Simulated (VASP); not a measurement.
Wanted: the native input for a VASP 6.6.1 run.

```yaml
Task: band structure
Functional: SCAN
Potentials_or_basis: VASP PAW PBE potentials, release 64 (Se, Li_sv)
Cutoff: 520 eV
k_mesh: 6 × 6 × 6
Occupations: fermi-dirac, width 0.05 eV
Spin: spin-orbit coupling, no magnetisation
Further_INCAR_settings: ALGO = Normal; EDIFF = 1e-07
```

The structure of Li2Se lies in POSCAR:

```
Li2Se
1.0
    0.0000000000      3.0025000000      3.0025000000
    3.0025000000      0.0000000000      3.0025000000
    3.0025000000      3.0025000000      0.0000000000
Se Li
1 2
Direct
    0.0000000000      0.0000000000      0.0000000000
    0.7500000000      0.7500000000      0.7500000000
    0.2500000000      0.2500000000      0.2500000000
```

The input as run:

INCAR

```
ALGO = Normal ; EDIFF = 1E-7
ENCUT = 520 ; GGA_COMPAT = F
ISIF = 2 ; ISMEAR = -1
LASPH = T ; LCHARG = F
LMIXTAU = T ; LNONCOLLINEAR = T
LORBIT = 11 ; LREAL = F
LSORBIT = T ; LWAVE = F
MAGMOM = 0 0 0 0 0 0 0 0 0 ; METAGGA = SCAN
NELM = 100 ; PREC = Accurate
SIGMA = 0.05
```

KPOINTS

```
k-points
0
Gamma
  6 6 6
```

KPOINTS_OPT

```
path GXWKGLUWLK,UX
10
line-mode
reciprocal
 0.0000000000  0.0000000000  0.0000000000  G
 0.5000000000  0.0000000000  0.5000000000  X

 0.5000000000  0.0000000000  0.5000000000  X
 0.5000000000  0.2500000000  0.7500000000  W

 0.5000000000  0.2500000000  0.7500000000  W
 0.3750000000  0.3750000000  0.7500000000  K

 0.3750000000  0.3750000000  0.7500000000  K
 0.0000000000  0.0000000000  0.0000000000  G

 0.0000000000  0.0000000000  0.0000000000  G
 0.5000000000  0.5000000000  0.5000000000  L

 0.5000000000  0.5000000000  0.5000000000  L
 0.6250000000  0.2500000000  0.6250000000  U

 0.6250000000  0.2500000000  0.6250000000  U
 0.5000000000  0.2500000000  0.7500000000  W

 0.5000000000  0.2500000000  0.7500000000  W
 0.5000000000  0.5000000000  0.5000000000  L

 0.5000000000  0.5000000000  0.5000000000  L
 0.3750000000  0.3750000000  0.7500000000  K

 0.6250000000  0.2500000000  0.6250000000  U
 0.5000000000  0.0000000000  0.5000000000  X
```

Potentials or basis: VASP PAW PBE potentials, release 64 (Se, Li_sv).

Run with:

```sh
$ cat potpaw_PBE.64/Se/POTCAR potpaw_PBE.64/Li_sv/POTCAR > POTCAR
$ mpirun -np 1 vasp_ncl > vasp.out
```

It gave:

```yaml
Valence_electrons_inside_the_program's_atomic_spheres: Se 3.97; Li 2.03
```

Run time: 17 min on 1 thread of Intel(R) Xeon(R) Platinum 8259CL CPU @ 2.50GHz (Skylake/Cascade Lake) (shared host), peak memory 0.39 GiB.
